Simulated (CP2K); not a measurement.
Runs of CP2K 2026.2 on TiO2. Symmetry: P4_2/mnm, No. 136, tetragonal system. Conventional cell: a = 4.600 Å, b = 4.600 Å, c = 2.959 Å, α = 90.00°, β = 90.00°, γ = 90.00°. Ti (site symmetry mmm) has 6 O at 1.95 to 1.98 Å as nearest neighbours. Around O (site symmetry m2m) lie 3 Ti at 1.95 to 1.98 Å. The cell is a database's computed one.

```tsv
level	potentials or basis	smearing	EPS_DEFAULT	NGRIDS	points a segment of the path (NPOINTS)	bands added on the path	CUTOFF of the grids	gap on the mesh (eV)	pressure (GPa)	largest force (eV/Å)
LDA	GTH_POTENTIALS Ti GTH-PADE-q12, O GTH-PADE-q6; TZVP-MOLOPT-PBE-GTH basis	fermi-dirac 0.0259 eV	1.0E-10	5	10	6	600 Ry	1.74	-8.6	0.16
r2SCAN	POTENTIAL_UZH Ti GTH-SCAN-q12, O GTH-SCAN-q6; TZVP-MOLOPT-SCAN-GTH basis	fermi-dirac 0.0259 eV	1.0E-9	5	8	4	850 Ry	2.14	0.3	0.16
PBEsol	POTENTIAL_UZH Ti GTH-PBE-q12, O GTH-PBE-q6; TZVP-MOLOPT-PBE-GTH basis	fermi-dirac 0.05 eV	1.0E-9	5	6	4	600 Ry	1.77	-1.1	0.11
PBE	POTENTIAL_UZH Ti GTH-PBE-q12, O GTH-PBE-q6; TZVP-MOLOPT-PBE-GTH basis	fermi-dirac 0.0259 eV	1.0E-9	5	8	6	600 Ry	(a)	(b)	0.06
TB-mBJ	POTENTIAL_UZH Ti GTH-PBE-q12, O GTH-PBE-q6; TZVP-MOLOPT-PBE-GTH basis	fermi-dirac 0.01 eV	1.0E-9	4	8	6	850 Ry	1.88	-	-
```

Alike in all rows: task band structure; no spin polarisation; cell as given; k mesh 6 × 6 × 9.

Estimate the missing entries.

(a) 1.80; (b) 5.2.

Caveats: the basis of atomic orbitals isn't converged, which shifts pressures, moduli and gaps; the potentials were made for another functional, which shifts forces and pressure (some runs); this is a model potential without an energy functional, so only levels have meaning (some runs).

